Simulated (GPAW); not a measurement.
# SnTe (Fm-3m) in GPAW: notebook

One crystal, SnTe, is run at these levels: PBE, HSE06; tasks: dielectric tensor, equation of state.

All numbers are computed with GPAW 26.7.0; they aren't measurements. Logs are shortened: lines on timing, memory, paths and dates and some standing lists are left out, and cuts for length are marked. The log counts tension as positive stress, the text compression.

**Experimental background.**

A printed reference work, textbook reports, for a bulk crystal of SnTe at 300 K: band gap 0.18 eV (direct).

The results are compared with them further down.

## Step 1: The structure

The structure is cubic, space group Fm-3m (No. 225). The conventional cell has a = 6.302 Å, b = 6.302 Å, c = 6.302 Å, α = 90.00°, β = 90.00°, γ = 90.00°. Te (site symmetry m-3m) has 6 Sn at 3.15 Å as nearest neighbours. Sn (site symmetry m-3m) has 6 Te at 3.15 Å as nearest neighbours.

## Step 2: Dielectric tensor, PBE

Contents of run.py:

```python
import numpy as np
from ase import Atoms
from ase.dft.bandgap import bandgap
from ase.io import write
from gpaw import GPAW, PW
from gpaw.response.df import DielectricFunction

atoms = Atoms(['Te', 'Sn'],
              cell=[[0.0, 3.15085, 3.15085],
                    [3.15085, 0.0, 3.15085],
                    [3.15085, 3.15085, 0.0]],
              scaled_positions=[[0.5, 0.5, 0.5],
                                [0.0, 0.0, 0.0]],
              pbc=True)

calc = GPAW(mode=PW(450),
            xc='PBE',
            kpts={'size': (6, 6, 6), 'gamma': True},
            occupations={'name': 'fermi-dirac', 'width': 0.001},
            nbands=19,
            convergence={'density': 1e-06},
            maxiter=150,
            txt='gpaw.txt')
atoms.calc = calc
energy = atoms.get_potential_energy()
calc.write('gs.gpw')
write('result.traj', atoms)
print(f'Energy: {energy:.6f} eV')
print('Fermi level:', round(calc.get_fermi_level(), 4), 'eV')
print(f'Gap: {bandgap(calc)[0]:.4f} eV, direct: {bandgap(calc, direct=True)[0]:.4f} eV')

for size in [(13, 13, 13), (18, 18, 18)]:
    name = 'x'.join(str(n) for n in size)
    dense = calc.fixed_density(kpts={'size': size, 'gamma': True},
                               nbands=36, convergence={'bands': 30, 'eigenstates': 1e-7},
                               update_fermi_level=True, txt=f'dense-{name}.txt')
    dense.write(f'{name}.gpw', mode='all')
    df = DielectricFunction(f'{name}.gpw', frequencies=np.array([0.0]), hilbert=False, eta=0.001,
                            ecut=80, nbands=30, intraband=False, txt=f'df-{name}.txt')
    for xc in ['RPA', 'LR0.1', 'LR0.2']:
        for direction in ['x', 'y', 'z', [0, 1, 1], [1, 0, 1], [1, 1, 0]]:
            e0, e = df.get_macroscopic_dielectric_constant(xc=xc, direction=direction)
            print(f'{name} {xc} {direction}: {e0:.4f} without, {e:.4f} with local fields')
```

Potentials or basis: GPAW PAW data sets (gpaw-data 1.2.1), pw.

Started as:

```
> OMP_NUM_THREADS=1 python run.py
```

gpaw.txt:

```text
__  _  _
 | _ |_)|_||  |
 |__||  | ||/\| - 26.7.0

Input parameters:
  mode=PW(ecut=450.00000000000006),
  convergence={'density': 1e-06},
  kpts=MonkhorstPack(size=(6, 6, 6), gamma=True),
  maxiter=150,
  nbands=19,
  occupations=Occupations(name='fermi-dirac', width=0.001),
  xc=XC(name='PBE')

Diagonalizing LCAO Hamiltonian
Converting LCAO to pw mode

                 Te

       Sn

Atoms  # Å, Bohr magnetons
|   | symbol |        x |        y |        z |    initial magnetic moments |
|---|--------|----------|----------|----------|-----------------------------|
| 0 |     Te | 3.150850 | 3.150850 | 3.150850 | ( 0.0000,  0.0000,  0.0000) |
| 1 |     Sn | 0.000000 | 0.000000 | 0.000000 | ( 0.0000,  0.0000,  0.0000) |

Unit cell  # Å
| periodic |        x |        y |        z |  lengths |    angles |
|----------|----------|----------|----------|----------|-----------|
|      yes | 0.000000 | 3.150850 | 3.150850 | 4.455975 | 60.000000 |
|      yes | 3.150850 | 0.000000 | 3.150850 | 4.455975 | 60.000000 |
|      yes | 3.150850 | 3.150850 | 0.000000 | 4.455975 | 60.000000 |

Number of symmetries: 48
Symmetry operations  # r_c * U_cc + t_c -> r_c
|    | kind |            matrix            |
|----|------|------------------------------|
|  0 |  σ   |  1, 0, 0,  1, 0,-1,  1,-1, 0 |
|  1 |  C2  |  1, 0, 0,  1,-1, 0,  1, 0,-1 |
|  2 |  E   |  1, 0, 0,  0, 1, 0,  0, 0, 1 |
|  3 |  σ   |  1, 0, 0,  0, 0, 1,  0, 1, 0 |
|  4 |  C4  |  1, 0,-1,  1, 0, 0,  1,-1, 0 |
|  5 |  S6  |  1, 0,-1,  1,-1, 0,  1, 0, 0 |
|  6 |  σ   |  1, 0,-1,  0, 1,-1,  0, 0,-1 |
|  7 |  C3  |  1, 0,-1,  0, 0,-1,  0, 1,-1 |
|  8 |  S6  |  1,-1, 0,  1, 0, 0,  1, 0,-1 |
|  9 |  C4  |  1,-1, 0,  1, 0,-1,  1, 0, 0 |
| 10 |  C3  |  1,-1, 0,  0,-1, 1,  0,-1, 0 |
| 11 |  σ   |  1,-1, 0,  0,-1, 0,  0,-1, 1 |
| 12 |  σ   |  0, 1, 0,  1, 0, 0,  0, 0, 1 |
| 13 |  C4  |  0, 1, 0,  0, 1,-1, -1, 1, 0 |
| 14 |  C3  |  0, 1, 0,  0, 0, 1,  1, 0, 0 |
| 15 |  S6  |  0, 1, 0, -1, 1, 0,  0, 1,-1 |
| 16 |  C2  |  0, 1,-1,  1, 0,-1,  0, 0,-1 |
| 17 |  σ   |  0, 1,-1,  0, 1, 0, -1, 1, 0 |
| 18 |  S4  |  0, 1,-1,  0, 0,-1,  1, 0,-1 |
| 19 |  C4  |  0, 1,-1, -1, 1, 0,  0, 1, 0 |
| 20 |  C3  |  0, 0, 1,  1, 0, 0,  0, 1, 0 |
| 21 |  σ   |  0, 0, 1,  0, 1, 0,  1, 0, 0 |
| 22 |  S6  |  0, 0, 1,  0,-1, 1, -1, 0, 1 |
| 23 |  C4  |  0, 0, 1, -1, 0, 1,  0,-1, 1 |
| 24 |  S4  |  0, 0,-1,  1, 0,-1,  0, 1,-1 |
| 25 |  C3  |  0, 0,-1,  0, 1,-1,  1, 0,-1 |
| 26 |  C2  |  0, 0,-1,  0,-1, 0, -1, 0, 0 |
| 27 |  S6  |  0, 0,-1, -1, 0, 0,  0,-1, 0 |
| 28 |  S4  |  0,-1, 1,  1,-1, 0,  0,-1, 0 |
| 29 |  C4  |  0,-1, 1,  0, 0, 1, -1, 0, 1 |
| 30 |  C2  |  0,-1, 1,  0,-1, 0,  1,-1, 0 |
| 31 |  σ   |  0,-1, 1, -1, 0, 1,  0, 0, 1 |
| 32 |  C3  |  0,-1, 0,  1,-1, 0,  0,-1, 1 |
| 33 |  S6  |  0,-1, 0,  0, 0,-1, -1, 0, 0 |
| 34 |  S4  |  0,-1, 0,  0,-1, 1,  1,-1, 0 |
| 35 |  C2  |  0,-1, 0, -1, 0, 0,  0, 0,-1 |
| 36 |  C2  | -1, 1, 0,  0, 1, 0,  0, 1,-1 |
| 37 |  S6  | -1, 1, 0,  0, 1,-1,  0, 1, 0 |
| 38 |  S4  | -1, 1, 0, -1, 0, 1, -1, 0, 0 |
| 39 |  C3  | -1, 1, 0, -1, 0, 0, -1, 0, 1 |
| 40 |  S6  | -1, 0, 1,  0, 0, 1,  0,-1, 1 |
| 41 |  C2  | -1, 0, 1,  0,-1, 1,  0, 0, 1 |
| 42 |  C3  | -1, 0, 1, -1, 1, 0, -1, 0, 0 |
| 43 |  S4  | -1, 0, 1, -1, 0, 0, -1, 1, 0 |
| 44 |  C2  | -1, 0, 0,  0, 0,-1,  0,-1, 0 |
| 45 |  i   | -1, 0, 0,  0,-1, 0,  0, 0,-1 |
| 46 |  σ   | -1, 0, 0, -1, 1, 0, -1, 0, 1 |
| 47 |  C2  | -1, 0, 0, -1, 0, 1, -1, 1, 0 |

BZ-sampling:
  Number of BZ points: 216
  Number of IBZ points: 16

  Monkhorst-Pack size: [6, 6, 6]
  Monkhorst-Pack shift: [0.08333333333333333, 0.08333333333333333, 0.08333333333333333]

K-points  # in reciprocal-cell coordinates
|     |                                coordinates |     weight |
|-----|--------------------------------------------|------------|
|   0 | (  0.00000000,   0.00000000,   0.00000000) | 0.00462963 |
|   1 | (  0.16666667,   0.16666667,   0.00000000) | 0.02777778 |
|   2 | (  0.16666667,   0.16666667,   0.16666667) | 0.03703704 |
|   3 | (  0.33333333,   0.16666667,   0.16666667) | 0.05555556 |
|   4 | (  0.33333333,   0.33333333,  -0.33333333) | 0.05555556 |
|   5 | (  0.33333333,   0.33333333,   0.00000000) | 0.02777778 |
|   6 | (  0.33333333,   0.33333333,   0.16666667) | 0.11111111 |
|   7 | (  0.33333333,   0.33333333,   0.33333333) | 0.03703704 |
|   8 | (  0.50000000,   0.33333333,  -0.33333333) | 0.11111111 |
|   9 | (  0.50000000,   0.33333333,  -0.16666667) | 0.05555556 |
| ... |                                            |            |
|  15 | (  0.50000000,   0.50000000,   0.50000000) | 0.01851852 |

Plane wave coefficients: 1380
Cutoff: 450.00000000000006 eV

Spin-components: 1 (collinear spins)
Bands:           19
Projectors:      11
Spin-degeneracy: 2
Datatype:        complex128

Parallelization:
  kpt:    1
  domain: 1
  band:   1

Density:
  Valence electrons: 20.0
  Components: 1
  Grid points: [24 24 24]
  Charge: 0.0  # |e|

Potential:
  Grid points: [24 24 24]

species:
  Te:
    name:    Tellurium
    Z:       52.0
    valence: 6
    core:    46
    charge:  0.0  # [|e|]
    compensation charges:
      type: gauss
      rc: 0.36  # [Å]
      lmax: 2
    cutoffs:
      filter: 2.09  # [Å]
      core: 3.17  # [Å]
    projectors
    | kind |    occ | energy [eV] | rcut [Å] |
    |------|--------|-------------|----------|
    |   5s |  2.000 |     -15.089 |    1.180 |
    |   5p |  4.000 |      -5.955 |    1.196 |
    |    s |        |      12.123 |    1.180 |
    |    p |        |      21.256 |    1.196 |
    |    d |        |       0.000 |    1.238 |

    Using partial waves for Te as LCAO basis

  Sn:
    name:    Tin
    Z:       50.0
    valence: 14
    core:    36
    charge:  0.0  # [|e|]
    compensation charges:
      type: gauss
      rc: 0.38  # [Å]
      lmax: 2
    cutoffs:
      filter: 2.23  # [Å]
      core: 2.35  # [Å]
    projectors
    | kind |    occ | energy [eV] | rcut [Å] |
    |------|--------|-------------|----------|
    |   5s |  2.000 |     -10.538 |    1.201 |
    |   5p |  2.000 |      -3.696 |    1.270 |
    |   4d | 10.000 |     -25.845 |    1.185 |
    |    s |        |      16.674 |    1.201 |
    |    p |        |      23.515 |    1.270 |
    |    d |        |       1.367 |    1.185 |

    Using partial waves for Sn as LCAO basis

Reference energy: -352801.376741  # eV

eigensolver:
  PPCG
  Converge bands: occupied
  niter=2

density mixing:
  MSR1-Mixer
  Pratt-step length: 0.05
  Maximum mixing coefficient: 0.75
  Old densities: 10
  SVD Regularization: 0.005
  Good broyden scale: 1.0
  Trust region scale: 1.0
  Backstep threshold: 4.0
  History deletion threshold: 6.0
  Fourier metric: weight=20.0, sigma=0.015

occupation numbers:
  Fermi-Dirac:
    width: 0.0010  # eV

poisson solver:
  ecut: 3600.0000000000005  # eV

xc functional:
  name: PBE with 2 nearest neighbor stencil

convergence criteria:
- Maximum integral of absolute [dens]ity change: 1e-06 electrons / valence electron
- Maximum [total energy] change in last 3 cyles: 0.0005 eV / valence electron
- Maximum integral of absolute [eigenst]ate change: 4e-08 eV^2 / valence electron
maximum number of iterations: 150

SCF iterations
|iter     | |      energy | eigst |  dens |
|---------|-|-------------|-------|-------|
|iter:   1| |   -7.805059 | -0.19 |       |
|iter:   2| |   -7.798799 | -2.34 | -1.48 |
|iter:   3| |   -7.768016 | -2.72 | -1.52 |
|iter:   4| |   -7.769290 | -4.18 | -2.11 |
|iter:   5| |   -7.769504c| -4.82 | -2.61 |
|iter:   6| |   -7.769511c| -6.25 | -3.32 |
|iter:   7| |   -7.769512c| -7.59c| -4.17 |
|iter:   8| |   -7.769512c| -7.65c| -4.71 |
|iter:   9| |   -7.769512c| -8.18c| -5.80 |
|iter:  10| |   -7.769512c| -8.74c| -6.39c|

Converged in 10 steps
Energy contributions relative to reference atoms: (reference = -352801.376741)

Energy contributions:
  Kinetic:          15.136822
  Coulomb:         -15.196085
  Zero:              0.183614
  External:          0.000000
  Xc:               -7.893862
  Entropy:          -0.000000
  Spinorbit:         0.000000
  ----------------------------
  Free energy:      -7.769512
  Extrapolated:     -7.769512

dipole moment: (-21.371140, -21.371140, -21.371140)  # |e|*Ang

Fermi level: 6.505
Eigenvalues  # (at kpt = [0.000, 0.000, 0.000])
| band index |      eig [eV] | occ [0-2] |
|------------|---------------|-----------|
|          0 |       -15.437 |     2.000 |
|        ... |               |           |
|          2 |       -15.430 |     2.000 |
|          3 |       -15.430 |     2.000 |
|          4 |       -15.430 |     2.000 |
|          5 |        -6.331 |     2.000 |
|          6 |         1.797 |     2.000 |
|          7 |         4.305 |     2.000 |
[... 9 lines left out ...]
|         17 |        13.375 |     0.000 |
|         18 |        13.375 |     0.000 |

Gap: 0.105 eV
Transition (v -> c):
  (s=0, k=15, n=9, [0.50, 0.50, 0.50]) -> (s=0, k=15, n=10, [0.50, 0.50, 0.50])
No difference between direct/indirect transitions
# Writing to gs.gpw (mode='')
```

Wall time 2.3 min (1 thread of AMD EPYC 9R45 (Zen 5), shared host); peak memory 0.6 GiB.

Results:

- Free energy: -7.7695 eV
- Band gap on the k mesh: 0.11 eV, direct
- Electronic dielectric tensor (diagonal): 75.69

Electronic dielectric tensor:
```
75.69  0.00  0.00
 0.00 75.69  0.00
 0.00  0.00 75.69
```

Caveat: the dielectric constant isn't converged in the k mesh; the gap is small at this level, which inflates the dielectric constant; the long-wavelength limit can be off by a per cent or two; spin-orbit coupling is left out, which moves the levels of the heavy elements.

[end of part 1 of 3]
